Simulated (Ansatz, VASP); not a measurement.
## BN in VASP and in Ansatz

The input INCAR:

```
SYSTEM = BN
PREC = Accurate
ENCUT = 520
EDIFF = 1E-6
ISMEAR = -1
SIGMA = 0.02
LREAL = .FALSE.
LASPH = .TRUE.
NELM = 60
ALGO = Normal
ISIF = 2
LWAVE = .FALSE.
LCHARG = .FALSE.
GGA = PE
NBANDS = 26
```

File KPOINTS:

```
Automatic mesh
0
G
  12 12 4
  0 0 0
```

The input POSCAR:

```
BN
1.0
    2.5479975837      0.0000000000      0.0000000000
   -1.2739987919      2.2066306362      0.0000000000
    0.0000000000      0.0000000000      8.3753606070
B N
4 4
Direct
    0.0000000000      0.0000000000      0.0003894310
    0.3333333333      0.6666666667      0.2496892038
    0.0000000000      0.0000000000      0.5003894310
    0.6666666667      0.3333333333      0.7496892038
    0.0000000000      0.0000000000      0.1869898389
    0.3333333333      0.6666666667      0.4379315264
    0.0000000000      0.0000000000      0.6869898389
    0.6666666667      0.3333333333      0.9379315264
```

Input for Ansatz:

```yaml
crystal:
  lattice:
    - [2.5479975837, 0.0, 0.0]
    - [-1.2739987919, 2.2066306362, 0.0]
    - [0.0, 0.0, 8.375360607]
  atoms:
    - { symbol: B, position: [0.0, 0.0, 0.000389431] }
    - { symbol: B, position: [0.3333333333, 0.6666666667, 0.2496892038] }
    - { symbol: B, position: [0.0, 0.0, 0.500389431] }
    - { symbol: B, position: [0.6666666667, 0.3333333333, 0.7496892038] }
    - { symbol: "N", position: [0.0, 0.0, 0.1869898389] }
    - { symbol: "N", position: [0.3333333333, 0.6666666667, 0.4379315264] }
    - { symbol: "N", position: [0.0, 0.0, 0.6869898389] }
    - { symbol: "N", position: [0.6666666667, 0.3333333333, 0.9379315264] }
kpoints:
  mp_grid: { grid: [12, 12, 4] }
  band_path:
    path:
      - [[0.0, 0.0, 0.0], [0.5, 6.797896283061e-17, -1.557176800298e-18], [0.3333333333333, 0.3333333333333, -1.146988479516e-18], [0.0, 0.0, 0.0], [-1.117352594106e-35, 7.693609628132e-36, 0.5], [0.5, 6.800743727906e-17, 0.5], [0.3333333333333, 0.3333333333333, 0.5], [-1.117352594106e-35, 7.693609628132e-36, 0.5]]
      - [[0.5, 6.800743727906e-17, 0.5], [0.5, 6.797896283061e-17, -1.557176800298e-18]]
      - [[0.3333333333333, 0.3333333333333, 0.5], [0.3333333333333, 0.3333333333333, -1.146988479516e-18]]
    npoints: 10
hamiltonian:
  xc: pbe
scf:
  occupations: { method: fermi_dirac, width: 0.02 }
  n_extra_bands: 6
output:
  forces: true
  stress: true
  eigenvalues: true
```

The cell was built by a generator and needn't be a form met in nature.

Alike in both runs: task single point; functional PBE; k mesh 12 × 12 × 4; occupations fermi-dirac, width 0.02 eV; no spin polarisation.

|  | VASP | Ansatz |
| --- | --- | --- |
| version | VASP 6.6.1 | Ansatz 0.2.0 |
| potentials or method | VASP PAW PBE potentials, release 64 (B, N) | plane waves, PAW |
| plane-wave cutoff (eV) | 520 | 420 |
| valence electrons in the cell | 32 | 32 |

```tsv
	VASP	Ansatz	Ansatz less VASP
gap on the k mesh at the Fermi level (eV)	5.52	5.53	+0.010
pressure (GPa)	5.0	4.7	-0.28
largest component of the traceless stress (GPa)	0.07	0.05	-0.020
rms of the force components (eV/Å)	0.003	0.003	-0.0006
```

Atom by atom the forces differ by 0.001 eV/Å (rms over components).

A k mesh can miss the band edges. Expect the measured gap to be larger: semilocal functionals such as PBE lack the derivative discontinuity.
